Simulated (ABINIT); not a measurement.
# SiC (Moissanite 3C): from the cell to the phonon bands

How does SiC (Moissanite 3C) vibrate, and is this structure a minimum?

Main program and level: ABINIT 10.8.3; DFT PBE, scalar-relativistic, plane waves, PseudoDojo stringent norm-conserving pseudopotentials.

The experiments to compare with:

“On melting of silicon carbide under pressure” (2012, arxiv:1210.3244) quotes from earlier work for SiC, 3C polytype (zincblende) (single crystals from silicon oxide and carbon black reaction at 2800 K, annealed in air): lattice constant a (a of cubic 3C-SiC starting crystals) 4.357 Å [Starting-material characterisation; no method, uncertainty or temperature given].

For SiC, 3C (beta, cubic zinc blende) (literature average; scatter up to 0.2), “Infrared properties of SiC particles” (1999, arxiv:astro-ph/9903031) quotes earlier work: ε∞ (high-frequency dielectric constant) 6.49 [average of published experimental values; polytype label garbled in the row, 3C inferred …].

For SiC, beta-SiC (3C, zinc blende) (near-stoichiometric polycrystalline SiC fibers (Hi-S, SA, Sylramic; C/Si below 1.1), cross sections, 300 K), “Non-Destructive Mechanical Characterization of Sic Fibers by Raman Spectroscopy” (2007, arxiv:cond-mat/0701342) gives, by micro-Raman backscattering, 514.5 nm: Raman mode (TO at Gamma (degenerate TO1/TO2), approximate peak position) about 796 cm⁻¹ [polymer-derived SiC fibers with excess carbon and stacking disorder; satellite line near …].

“Optical properties of silicon carbide for astrophysical applications I. New laboratory infrared reflectance spectra and optical constants” (2008, arxiv:0803.1210) reports for SiC, 3C (zinc blende), by FTIR reflectance, classical dispersion analysis (high-purity CVD 3C-SiC wafer, 292 K): infrared mode (TO at Gamma) about 797.5 cm⁻¹ [TO position from reflectance band and dispersion fit; imperfect surface polish].

## Step 1: Starting point

It takes space group F-43m (No. 216, cubic). The conventional cell has a = 4.358 Å, b = 4.358 Å, c = 4.358 Å, α = 90.00°, β = 90.00°, γ = 90.00°. Si has 4 C at 1.89 Å nearest. Nearest to C lie 4 Si at 1.89 Å. Farther neighbours are not listed.

## Step 2: A probe with smearing

A first run with smearing and empty bands tells whether the crystal has a gap, which decides between fixed occupations and smearing later on.

The input, probe.abi:

```
# ground state
tolvrs 1.0d-08
prtden 1
prtwf 1

# basis, mesh and filling
ecut 37.0
ngkpt 8 8 8
nshiftk 1
shiftk 0.0 0.0 0.0
istwfk *1
occopt 7
tsmear 0.005
nband 9
nstep 100
diemac 9.0
prtebands 0
prtgsr 0
useylm 1

# cell and atoms
acell 3*1.0 Angstrom
rprim 
    0.0 2.179 2.179
    2.179 0.0 2.179
    2.179 2.179 0.0
ntypat 2
znucl 14 6
natom 2
typat 1 2
xred 
    0.0 0.0 0.0
    0.25 0.25 0.25
pp_dirpath "./pseudo"
pseudos "Si.upf, C.upf"
```

The run is started by

```console
$ OMP_NUM_THREADS=1 mpirun -n 4 abinit probe.abi > probe.log
```

Numbers of over 12 decimals in the logs are rounded to 6 here.

probe.abo, the main output file:

```text
[banners, grids, parts of the stress and lines that vanish by symmetry left out]
- input  file    -> probe.abi
- output file    -> probe.abo
- root for input  files -> probei
[...]
Symmetries : space group F-4 3 m (#216); Bravais cF (face-center cubic)
[...]
mpw =        1524          nfft =       32768          nkpt =          29
[...]
== DATASET  1 ==================================================================
[...]
cutoff_energies: {ecut:  37.0, pawecutdg:  -1.0, }
[...]
ETOT  1  -10.168765887343    -1.017E+01 1.050E-01 3.562E+02
 ETOT  2  -10.222307027424    -5.354E-02 4.490E-03 1.863E+02
 ETOT  3  -10.269760748115    -4.745E-02 1.285E-02 1.125E-01
 ETOT  4  -10.269786988641    -2.624E-05 4.886E-03 2.695E-03
 ETOT  5  -10.269787197109    -2.085E-07 1.487E-03 1.770E-04
 ETOT  6  -10.269787226607    -2.950E-08 4.172E-04 2.019E-06
 ETOT  7  -10.269787227054    -4.468E-10 2.395E-04 1.526E-08
 ETOT  8  -10.269787227057    -3.258E-12 6.506E-05 9.867E-11
 At SCF step    8       vres2   =  9.87E-11 < tolvrs=  1.00E-08 =>converged.
[...]
sigma(1 1)= -1.01661479E-04  sigma(3 2)=  0.00000000E+00
  sigma(2 2)= -1.01661479E-04  sigma(3 1)=  0.00000000E+00
  sigma(3 3)= -1.01661479E-04  sigma(2 1)=  0.00000000E+00
[...]
convergence: {deltae: -3.258E-12, res2:  9.867E-11, residm:  6.506E-05, diffor: null, }
etotal    :  -1.02697872E+01
[...]
sigma(1 1)= -1.01661479E-04  sigma(3 2)=  0.00000000E+00
  sigma(2 2)= -1.01661479E-04  sigma(3 1)=  0.00000000E+00
  sigma(3 3)= -1.01661479E-04  sigma(2 1)=  0.00000000E+00
[...]
- sigma(1 1)= -2.99098398E+00  sigma(3 2)=  0.00000000E+00
- sigma(2 2)= -2.99098398E+00  sigma(3 1)=  0.00000000E+00
- sigma(3 3)= -2.99098398E+00  sigma(2 1)=  0.00000000E+00
[...]
fcart     -0.0000000000E+00 -0.0000000000E+00 -0.0000000000E+00
           strten     -1.0166147900E-04 -1.0166147900E-04 -1.0166147900E-04
================================================================================

[key lines of the parts left out:]
pressure_GPa:   2.9910E+00
```

Wall time 3.1 s (4 MPI ranks of Arm Neoverse V2, shared host).

This step gave:

| Item | Value |
| --- | --- |
| volume per atom | 10.35 Å³ |
| pressure | 2.991 GPa |
| gap on the k-mesh | 1.361 eV |

A gap of 1.4 eV opens on this mesh, so the crystal is taken as an insulator; the printed pressure holds the stress of the finite basis too.

## Step 3: Relaxing the cell and atoms

The harmonic expansion needs vanishing forces, and a free crystal bears no stress, so cell and atoms are brought to rest. Stress is more sensitive to the basis than forces are: the last 3 Ha under the cutoff are smoothed with ecutsm, and the cutoff is raised above that of the later runs.

The input, relax.abi:

```
# relaxation
ionmov 2
optcell 2
dilatmx 1.08
ntime 40
tolmxf 1.0d-05
tolvrs 1.0d-14
prtwf 0
prtden 0
chksymtnons 0

# basis, mesh and filling
ecut 46.0
ecutsm 3.0
ngkpt 8 8 8
nshiftk 1
shiftk 0.0 0.0 0.0
istwfk *1
occopt 1
nband 4
nstep 100
diemac 9.0
prtebands 0
prtgsr 0
useylm 1

# cell and atoms
acell 3*1.0 Angstrom
rprim 
    0.0 2.179 2.179
    2.179 0.0 2.179
    2.179 2.179 0.0
ntypat 2
znucl 14 6
natom 2
typat 1 2
xred 
    0.0 0.0 0.0
    0.25 0.25 0.25
pp_dirpath "./pseudo"
pseudos "Si.upf, C.upf"
```

The run is started by

```console
$ OMP_NUM_THREADS=1 mpirun -n 4 abinit relax.abi > relax.log
```

relax.abo, the main output file:

```text
[banners, grids, parts of the stress and lines that vanish by symmetry left out]
- input  file    -> relax.abi
- output file    -> relax.abo
- root for input  files -> relaxi
[...]
Symmetries : space group F-4 3 m (#216); Bravais cF (face-center cubic)
[...]
mpw =        2685          nfft =       64000          nkpt =          29
[...]
== DATASET  1 ==================================================================
[...]
cutoff_energies: {ecut:  46.0, pawecutdg:  -1.0, }
[...]
ETOT  1  -10.180199211837    -1.018E+01 1.195E-01 6.319E+02
 ETOT  2  -10.232556052241    -5.236E-02 1.633E-05 2.851E+02
 ETOT  3  -10.269887868290    -3.733E-02 6.006E-04 4.602E-01
 ETOT  4  -10.269933189053    -4.532E-05 8.626E-07 2.431E-02
 ETOT  5  -10.269935008671    -1.820E-06 2.423E-08 2.068E-04
[...]
At SCF step   11       vres2   =  2.60E-15 < tolvrs=  1.00E-14 =>converged.
[...]
sigma(1 1)= -1.12292416E-04  sigma(3 2)=  0.00000000E+00
  sigma(2 2)= -1.12292416E-04  sigma(3 1)=  0.00000000E+00
  sigma(3 3)= -1.12292416E-04  sigma(2 1)=  0.00000000E+00
[...]
convergence: {deltae:  2.665E-13, res2:  2.597E-15, residm:  1.490E-19, diffor: null, }
etotal    :  -1.02699350E+01
[...]
ETOT  1  -10.269838851056    -1.027E+01 1.199E-08 1.667E+00
[...]
At SCF step    9       vres2   =  5.22E-15 < tolvrs=  1.00E-14 =>converged.
[...]
sigma(1 1)= -3.67826786E-05  sigma(3 2)=  0.00000000E+00
  sigma(2 2)= -3.67826786E-05  sigma(3 1)=  0.00000000E+00
  sigma(3 3)= -3.67826786E-05  sigma(2 1)=  0.00000000E+00
[...]
convergence: {deltae:  1.101E-13, res2:  5.223E-15, residm:  1.554E-19, diffor: null, }
etotal    :  -1.02700401E+01
[...]
ETOT  1  -10.270004077513    -1.027E+01 3.041E-09 4.055E-01
[...]
At SCF step    9       vres2   =  1.49E-15 < tolvrs=  1.00E-14 =>converged.
[...]
sigma(1 1)= -6.12163682E-07  sigma(3 2)=  0.00000000E+00
  sigma(2 2)= -6.12163682E-07  sigma(3 1)=  0.00000000E+00
  sigma(3 3)= -6.12163682E-07  sigma(2 1)=  0.00000000E+00
[...]
convergence: {deltae:  1.421E-13, res2:  1.490E-15, residm:  3.480E-20, diffor: null, }
etotal    :  -1.02700532E+01
[...]
ETOT  1  -10.270053215964    -1.027E+01 3.903E-12 1.167E-04
[...]
ETOT  6  -10.270053230119     2.629E-13 3.390E-17 4.341E-14
 ETOT  7  -10.270053230119    -3.304E-13 2.309E-19 1.785E-15
 At SCF step    7       vres2   =  1.79E-15 < tolvrs=  1.00E-14 =>converged.
[...]
sigma(1 1)= -3.47395529E-09  sigma(3 2)=  0.00000000E+00
  sigma(2 2)= -3.47395529E-09  sigma(3 1)=  0.00000000E+00
  sigma(3 3)= -3.47395529E-09  sigma(2 1)=  0.00000000E+00
[...]
convergence: {deltae: -3.304E-13, res2:  1.785E-15, residm:  2.309E-19, diffor: null, }
etotal    :  -1.02700532E+01
[...]
At Broyd/MD step   4, gradients are converged :
[...]
sigma(1 1)= -3.47395529E-09  sigma(3 2)=  0.00000000E+00
  sigma(2 2)= -3.47395529E-09  sigma(3 1)=  0.00000000E+00
  sigma(3 3)= -3.47395529E-09  sigma(2 1)=  0.00000000E+00
[...]
- sigma(1 1)= -1.02207293E-04  sigma(3 2)=  0.00000000E+00
- sigma(2 2)= -1.02207293E-04  sigma(3 1)=  0.00000000E+00
- sigma(3 3)= -1.02207293E-04  sigma(2 1)=  0.00000000E+00
[...]
fcart     -0.0000000000E+00 -0.0000000000E+00 -0.0000000000E+00
           strten     -3.4739552901E-09 -3.4739552910E-09 -3.4739552927E-09
================================================================================

[key lines of the parts left out:]
pressure_GPa:   1.0221E-04
Total energy (etotal) [Ha]= -1.02700532301190E+01
```

Run time: 11 s. Hardware: 4 MPI ranks; 42 s of CPU time.

Relaxation path:

```
step  energy less that of the first step (eV)  largest force (eV/Å)  volume (Å³)
   1                                   0.0000                0.0000        20.69
   2                                  -0.0029                0.0000        20.90
   3                                  -0.0032                0.0000        21.01
   4                                  -0.0032                0.0000        21.01
```

```
conventional cell, symmetrised  before  after  change
                         a (Å)   4.358  4.380  +0.5 %
                         b (Å)   4.358  4.380  +0.5 %
                         c (Å)   4.358  4.380  +0.5 %
              volume (Å³/atom)   10.35  10.50  +1.5 %
```

The relaxed structure:

```xyz
2
Lattice="0.0000 2.1900 2.1900 2.1900 0.0000 2.1900 2.1900 2.1900 0.0000" Properties=species:S:1:pos:R:3 pbc="T T T"
Si    0.0000    0.0000    0.0000
C     1.0950    1.0950    1.0950
```

Read from the output:

| Item | Value |
| --- | --- |
| volume per atom | 10.50 Å³ |
| pressure | 1.02e-4 GPa |

The volume changes by +1.5 % in this run and stands +1.5 % from the first cell.

## Step 4: Self-consistent run for the response

The response is built on these wavefunctions, so the potential is converged far more tightly than an energy would need.

The input, gs.abi:

```
# ground state
tolvrs 1.0d-16
prtden 1
prtwf 1

# basis, mesh and filling
ecut 37.0
ngkpt 8 8 8
nshiftk 1
shiftk 0.0 0.0 0.0
istwfk *1
occopt 1
nband 4
nstep 100
diemac 9.0
prtebands 0
prtgsr 0
useylm 1

# cell and atoms
acell 3*1.0 Angstrom
rprim 
    0.0 2.190032261 2.190032261
    2.190032261 0.0 2.190032261
    2.190032261 2.190032261 0.0
ntypat 2
znucl 14 6
natom 2
typat 1 2
xred 
    0.0 0.0 0.0
    0.25 0.25 0.25
pp_dirpath "./pseudo"
pseudos "Si.upf, C.upf"
```

The run is started by

```console
$ OMP_NUM_THREADS=1 mpirun -n 4 abinit gs.abi > gs.log
```

gs.abo, the main output file:

```text
[banners, grids, parts of the stress and lines that vanish by symmetry left out]
- input  file    -> gs.abi
- output file    -> gs.abo
- root for input  files -> gsi
[...]
Symmetries : space group F-4 3 m (#216); Bravais cF (face-center cubic)
[...]
mpw =        1540          nfft =       46656          nkpt =          29
[...]
== DATASET  1 ==================================================================
[...]
cutoff_energies: {ecut:  37.0, pawecutdg:  -1.0, }
[...]
ETOT  1  -10.183290617347    -1.018E+01 1.478E-01 4.307E+02
 ETOT  2  -10.236267995965    -5.298E-02 4.052E-05 1.851E+02
 ETOT  3  -10.269829884123    -3.356E-02 5.581E-04 5.060E-01
 ETOT  4  -10.269904328366    -7.444E-05 8.170E-07 9.142E-03
 ETOT  5  -10.269905263102    -9.347E-07 1.459E-08 2.315E-04
[...]
ETOT 11  -10.269905289333    -6.750E-14 3.483E-20 5.804E-16
 ETOT 12  -10.269905289333     1.794E-13 6.768E-22 1.871E-18
 At SCF step   12       vres2   =  1.87E-18 < tolvrs=  1.00E-16 =>converged.
[...]
sigma(1 1)=  1.04709194E-05  sigma(3 2)=  0.00000000E+00
  sigma(2 2)=  1.04709194E-05  sigma(3 1)=  0.00000000E+00
  sigma(3 3)=  1.04709194E-05  sigma(2 1)=  0.00000000E+00
[...]
convergence: {deltae:  1.794E-13, res2:  1.871E-18, residm:  6.768E-22, diffor: null, }
etotal    :  -1.02699053E+01
[...]
sigma(1 1)=  1.04709194E-05  sigma(3 2)=  0.00000000E+00
  sigma(2 2)=  1.04709194E-05  sigma(3 1)=  0.00000000E+00
  sigma(3 3)=  1.04709194E-05  sigma(2 1)=  0.00000000E+00
[...]
- sigma(1 1)=  3.08065084E-01  sigma(3 2)=  0.00000000E+00
- sigma(2 2)=  3.08065084E-01  sigma(3 1)=  0.00000000E+00
- sigma(3 3)=  3.08065084E-01  sigma(2 1)=  0.00000000E+00
[...]
fcart     -0.0000000000E+00 -0.0000000000E+00 -0.0000000000E+00
           strten      1.0470919384E-05  1.0470919384E-05  1.0470919384E-05
================================================================================

[key lines of the parts left out:]
pressure_GPa:  -3.0807E-01
```

Run time: 3.4 s. Hardware: 4 MPI ranks.

Numbers from this step:

| Item | Value |
| --- | --- |
| pressure | -0.3081 GPa |

The cell stands at -0.31 GPa: the relaxation ran with a smoothed and higher cutoff, and the difference is a stress of the finite basis.

## Step 5: The gap at rest

Empty bands on the ground state's density check that the gap assumed so far is there in this cell.

The input, gap.abi:

```
# empty bands on the ground state's density
iscf -2
getden_filepath "gso_DEN"
tolwfr 1.0d-12
nbdbuf 2
prtwf 0

# basis, mesh and filling
ecut 37.0
ngkpt 8 8 8
nshiftk 1
shiftk 0.0 0.0 0.0
istwfk *1
occopt 1
nband 8
nstep 100
diemac 9.0
prtebands 0
prtgsr 0
useylm 1

# cell and atoms
acell 3*1.0 Angstrom
rprim 
    0.0 2.190032261 2.190032261
    2.190032261 0.0 2.190032261
    2.190032261 2.190032261 0.0
ntypat 2
znucl 14 6
natom 2
typat 1 2
xred 
    0.0 0.0 0.0
    0.25 0.25 0.25
pp_dirpath "./pseudo"
pseudos "Si.upf, C.upf"
```

The run is started by

```console
$ OMP_NUM_THREADS=1 mpirun -n 4 abinit gap.abi > gap.log
```

gap.abo, the main output file:

```text
[banners, grids, parts of the stress and lines that vanish by symmetry left out]
- input  file    -> gap.abi
- output file    -> gap.abo
- root for input  files -> gapi
[...]
Symmetries : space group F-4 3 m (#216); Bravais cF (face-center cubic)
[...]
mpw =        1540          nfft =       46656          nkpt =          29
[...]
== DATASET  1 ==================================================================
[...]
cutoff_energies: {ecut:  37.0, pawecutdg:  -1.0, }
[...]
-outvars: echo values of variables after computation
            acell      1.8897261259E+00  1.8897261259E+00  1.8897261259E+00 Bohr
================================================================================
```

Elapsed: 3 s, on 4 MPI ranks; 12 s of CPU time.

Numbers from this step:

* gap on the k-mesh: 1.375 eV

In this cell the gap on the mesh is 1.4 eV, indirect (smallest direct 4.5 eV), so fixed occupations hold.

(Continued in part 2 of 4.)

[Host names and launcher messages were left out of these logs when they were recorded.]

[Logs are printed without paths, hosts, clocks, repeated set-up lines and the standing remarks that a program may print on its own settings, such as how far it seeks lower states.]

[Hosts, paths, dates, database ids (printed as entryN), source tags and the programs' standing remarks are cut or masked in the printed files.]
